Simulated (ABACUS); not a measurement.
Input of an ABACUS 3.10.1 run:

File INPUT:

```
INPUT_PARAMETERS
suffix              GaAs
calculation         nscf
basis_type          pw
pseudo_dir          ./
symmetry            -1
dft_functional      GGA_XC_HCTH_407
ecutwfc             84.0
pseudo_rcut         10
nspin               1
nbands              24
ks_solver           dav
smearing_method     fd
smearing_sigma      0.00367493
scf_thr             1e-08
scf_nmax            100
mixing_type         broyden
mixing_beta         0.7
init_chg            file
pw_diag_thr         1e-07
out_band            1
kpar                4
```

The input STRU:

```
ATOMIC_SPECIES
As 74.9216 As.upf
Ga 69.7230 Ga.upf

LATTICE_CONSTANT
1.8897261246

LATTICE_VECTORS
0.0000000000 2.8268500000 2.8268500000
2.8268500000 0.0000000000 2.8268500000
2.8268500000 2.8268500000 0.0000000000

ATOMIC_POSITIONS
Direct

As
0.0
1
0.7500000000 0.7500000000 0.7500000000 1 1 1

Ga
0.0
1
0.0000000000 0.0000000000 0.0000000000 1 1 1
```

File KPT:

```
K_POINTS
12
Line
0.00000000 0.00000000 0.00000000 10 // G
0.50000000 0.00000000 0.50000000 10 // X
0.50000000 0.25000000 0.75000000 10 // W
0.37500000 0.37500000 0.75000000 10 // K
0.00000000 0.00000000 0.00000000 10 // G
0.50000000 0.50000000 0.50000000 10 // L
0.62500000 0.25000000 0.62500000 10 // U
0.50000000 0.25000000 0.75000000 10 // W
0.50000000 0.50000000 0.50000000 10 // L
0.37500000 0.37500000 0.75000000 1 // K
0.62500000 0.25000000 0.62500000 10 // U
0.50000000 0.00000000 0.50000000 1 // X
```

Potentials or basis: Ansatz NC PBE, plane waves.

Run with:

```sh
$ OMP_NUM_THREADS=1 mpirun -np 4 abacus > log
```

Q: Estimate the band gap along the path.

A: 0.79 eV, direct.

Levels at the corners of the path, in eV from the Fermi level:
```csv
point,band 12,band 13,band 14,band 15,band 16,band 17
Γ,-0.42,-0.42,-0.42,0.37,3.45,3.45
X,-7.10,-3.02,-3.02,1.43,1.54,9.90
W,-6.93,-3.81,-3.61,4.34,4.62,5.21
K,-6.92,-4.12,-2.61,1.86,4.46,7.77
Γ,-0.42,-0.42,-0.42,0.37,3.45,3.45
L,-6.89,-1.54,-1.54,0.85,4.39,4.39
U,-6.92,-4.12,-2.61,1.86,4.46,7.77
W,-6.93,-3.81,-3.61,4.34,4.62,5.21
L,-6.89,-1.54,-1.54,0.85,4.39,4.39
K,-6.92,-4.12,-2.61,1.86,4.46,7.77
U,-6.92,-4.12,-2.61,1.86,4.46,7.77
X,-7.10,-3.02,-3.02,1.43,1.54,9.90
```

Caveat: the density is read from an earlier self-consistent run, whose mesh may be coarse.

**The experiment to reproduce.**

From “Evidence of valence band perturbations in GaAsN/GaAs(001): A combined variable-angle spectroscopic ellipsometry and modulated photoreflectance investigation”, 2008, arxiv:0805.2212, for a bulk crystal of GaAs at 300 K: band gap 1.412 ± 0.01 eV (direct).

Measured gap of GaAs: 1.412 eV (direct; 300 K; “Evidence of valence band perturbations in GaAsN/GaAs(001): A combined variable-angle spectroscopic ellipsometry and modulated photoreflectance investigation”, 2008, arxiv:0805.2212). This calculation gives 0.79 eV (-0.62 eV). 3 values of this kind are on record (1.412 to 1.51 eV); this one was drawn at random among those near their median, those with a stated uncertainty first. Spin-orbit coupling on As, Ga is left out. The value is that of HCTH407, without temperature or zero-point motion.
